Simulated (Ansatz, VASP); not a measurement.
Given: the input of a run of VASP 6.6.1 on AlNi.

Contents of INCAR:

```
PREC = Accurate
ENCUT = 520
EDIFF = 1E-7
ISMEAR = -1
SIGMA = 0.05
LREAL = False
LASPH = True
NELM = 120
ALGO = Normal
ISIF = 2
LWAVE = False
LCHARG = False
ISPIN = 2
MAGMOM = 1 0
LORBIT = 11
LMAXMIX = 4
GGA = PS
NBANDS = 18
```

File KPOINTS:

```
Automatic mesh
0
Gamma
  9 9 9
```

The input POSCAR:

```
AlNi
1.0
    2.9000800262      0.0000000000      0.0000000000
    0.0000000000      2.9000800262      0.0000000000
    0.0000000000      0.0000000000      2.9000800262
Ni Al
1 1
Direct
    0.5000000000      0.5000000000      0.5000000000
    0.0000000000      0.0000000000      0.0000000000
```

Potentials or basis: VASP PAW PBE potentials, release 64 (Ni, Al).

The run is started by

```console
$ cat potpaw_PBE.64/Ni/POTCAR potpaw_PBE.64/Al/POTCAR > POTCAR
$ mpirun -np 1 vasp_std > vasp.out
```

**Question.** Translate it to Ansatz 0.2.0. Potentials there: Ansatz PAW.

**Answer.** As run (the cutoff follows the program's own potentials):

Contents of input.yaml:

```yaml
crystal:
  lattice:
    - [2.9000800262, 0.0, 0.0]
    - [0.0, 2.9000800262, 0.0]
    - [0.0, 0.0, 2.9000800262]
  atoms:
    - { symbol: Ni, position: [0.5, 0.5, 0.5], spin: 1.0 }
    - { symbol: Al, position: [0.0, 0.0, 0.0] }
hamiltonian:
  xc: pbesol
  pseudopotentials: { kind: paw }
magnetization:
  spin_polarized: true
kpoints:
  mp_grid: { grid: [9, 9, 9] }
scf:
  occupations: { method: fermi_dirac, width: 0.05 }
output:
  forces: true
  stress: true
  eigenvalues: true
```

Potentials or basis: Ansatz PAW.

Launch:

```sh
$ ansatz run input.yaml --threads 1 --pin off --max-ram 3584MiB --backend cpu --events-out ev --progress --plain --runs-dir out
```

Both were run:

|  | VASP | Ansatz | Ansatz less VASP |
| --- | --- | --- | --- |
| gap on the k mesh at the Fermi level (eV) | none | none | - |
| pressure (GPa) | -6.2 | -6.4 | -0.12 |
| net moment per atom (μB) | 0.00 | 0.00 | 0.000 |

A gap of «none» marks a metal or a gap that the smearing closes. The two sets of potentials don't hold the same shells in valence.

Caveats: the PAW data sets were made with another functional, which shifts forces and pressure a little (VASP); the PAW data sets come from PBE, with cores solved anew for the run's functional, which leaves a small shift of forces and pressure (Ansatz); the starting moments weren't kept (Ansatz).
